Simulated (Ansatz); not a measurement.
ZnS under strain — quadrupolar parameters

The cell is an entry of the Crystallography Open Database (COD), relaxed with PBE at fixed cell and then changed (z stretched by 1 %, ions relaxed).

```cif
data_structure
_symmetry_space_group_name_H-M 'P 1'
_symmetry_Int_Tables_number 1
_cell_length_a 15.9371
_cell_length_b 15.9371
_cell_length_c 15.9371
_cell_angle_alpha 13.803
_cell_angle_beta 13.803
_cell_angle_gamma 13.803
_cell_volume 200.50
loop_
_atom_site_label
_atom_site_type_symbol
_atom_site_fract_x
_atom_site_fract_y
_atom_site_fract_z
_atom_site_occupancy
Zn1 Zn 0.00015 0.00015 0.00015 1
Zn2 Zn 0.73343 0.73343 0.73343 1
Zn3 Zn 0.46670 0.46670 0.46670 1
Zn4 Zn 0.86675 0.86675 0.86675 1
Zn5 Zn 0.60011 0.60011 0.60011 1
S6 S 0.04998 0.04998 0.04998 1
S7 S 0.78317 0.78317 0.78317 1
S8 S 0.51653 0.51653 0.51653 1
S9 S 0.91657 0.91657 0.91657 1
S10 S 0.64994 0.64994 0.64994 1
```

Atom numbers follow the list; atoms alike are taken as one site, whose name carries the number of the first.

Method: Kohn–Sham DFT in Ansatz, PBE, plane waves and PAW, scalar-relativistic, 420 eV cutoff, Γ-centred 13×13×13 k-points, Fermi–Dirac smearing 0.02 eV.

Conventions: |V_zz| ≥ |V_yy| ≥ |V_xx|, η = (V_xx − V_yy)/V_zz, C_Q = eQV_zz/h.

Zn-67: I = 5/2, Q = 122.0 mb; 33S: I = 3/2, Q = -69.40 mb. Quadrupole moments are those of Pyykkö's year-2017 table.

Question: What field gradients does the calculation give at each kind of site?

Answer: 

```csv
site,atoms (order as listed),first shell,V_zz (10²¹ V/m²),η,C_Q (MHz)
Zn1,1,4 S at 2.35–2.36 Å,0.060,0.00,0.178
Zn2,2,4 S at 2.35 Å,0.15,0.00,0.451
Zn3,3,4 S at 2.35–2.36 Å,0.052,0.00,0.153
Zn4,"4, 5",4 S at 2.35–2.36 Å,0.084,0.00,0.247
S6,6,4 Zn at 2.35–2.36 Å,0.38,0.00,-0.635
S7,7,4 Zn at 2.35 Å,0.30,0.00,-0.503
S8,8,4 Zn at 2.35–2.36 Å,0.45,0.00,-0.763
S9,9,4 Zn at 2.35–2.36 Å,0.46,0.00,-0.776
S10,10,4 Zn at 2.35–2.36 Å,0.47,0.00,-0.781
```

An axis of threefold or higher order runs through Zn1, Zn2, Zn3, Zn4, S6 and S7 and others, so V_zz lies along it and η is zero.

The relaxation (3 steps) took 1.8 min of wall time (7.1 min of CPU time) and 2.4 GiB at its peak, on 4 threads of Intel Xeon Platinum 8375C CPU @ 2.90GHz (Ice Lake) (x86_64; 16 cores open to the job, memory cap 8.0 GiB, no GPU), a shared host with a load of 0.6 a core.
